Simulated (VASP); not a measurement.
Wanted: the native input for a VASP 6.6.1 run.

```yaml
Task: single point
Functional: r2SCAN
Potentials_or_basis: VASP PAW PBE potentials, release 64 (Ti_sv, O)
Cutoff: 520 eV
k_mesh: 7 × 7 × 4
Occupations: gaussian, width 0.05 eV
Spin: collinear spin, antiferromagnetic start
Starting_moments: "[1.0, -1.0, 0.0, 0.0] μB"
Hubbard_terms: Ti d U = 2 eV
Supercell_matrix: "[1, 0, 0, 0, 1, 0, 0, 0, 2]"
Further_INCAR_settings: ALGO = Normal; EDIFF = 1e-06; NBANDS = 30
```

The structure of TiO lies in POSCAR:

```
TiO
1.0
    2.7083400800      0.0000000000      0.0000000000
    0.0000000000      2.7083400800      0.0000000000
    0.0000000000      0.0000000000      5.4166801600
Ti O
2 2
Direct
    0.0000000000      0.0000000000      0.0000000000
    0.0000000000      0.0000000000      0.5000000000
    0.5000000000      0.5000000000      0.2500000000
    0.5000000000      0.5000000000      0.7500000000
```

The cell comes from a database or a generator and needn't be the stable form of this composition.

These files were run (other wordings do the same):

INCAR

```
SYSTEM = TiO
ALGO = Normal
EDIFF = 1E-6
ENCUT = 520
ISIF = 2
ISMEAR = 0
ISPIN = 2
LASPH = .True.
LCHARG = .True.
LDAU = .True.
LDAUJ = 0 0
LDAUL = 2 -1
LDAUPRINT = 1
LDAUTYPE = 2
LDAUU = 2 0
LELF = .True.
LMAXMIX = 4
LMIXTAU = .True.
LORBIT = 11
LREAL = .False.
LVHAR = .True.
LWAVE = .False.
MAGMOM = 1 -1 0 0
METAGGA = R2SCAN
NBANDS = 30
NELM = 60
PREC = Accurate
SIGMA = 0.05
```

KPOINTS

```
k-points
0
Gamma
  7 7 4
  0 0 0
```

Potentials or basis: VASP PAW PBE potentials, release 64 (Ti_sv, O).

Command:

```console
$ cat potpaw_PBE.64/Ti_sv/POTCAR potpaw_PBE.64/O/POTCAR > POTCAR
$ mpirun -np 1 vasp_std > vasp.out
```

Results of the run:

- Pressure: -10.7 GPa
- Band gap on the k mesh: none (metal or under the smearing width)
- Net moment: 0.00 μB per cell
- Site moments: Ti +0.44, -0.44; O +0.00 μB
- Valence electrons inside the program's atomic spheres: Ti 10.26; O 5.04

Caveat: the PAW data sets were made with another functional, which shifts forces and pressure a little.

Run time: 4.5 min on 1 thread of Intel(R) Xeon(R) Platinum 8259CL CPU @ 2.50GHz (Skylake/Cascade Lake), on a shared host, peak memory 0.2 GiB.
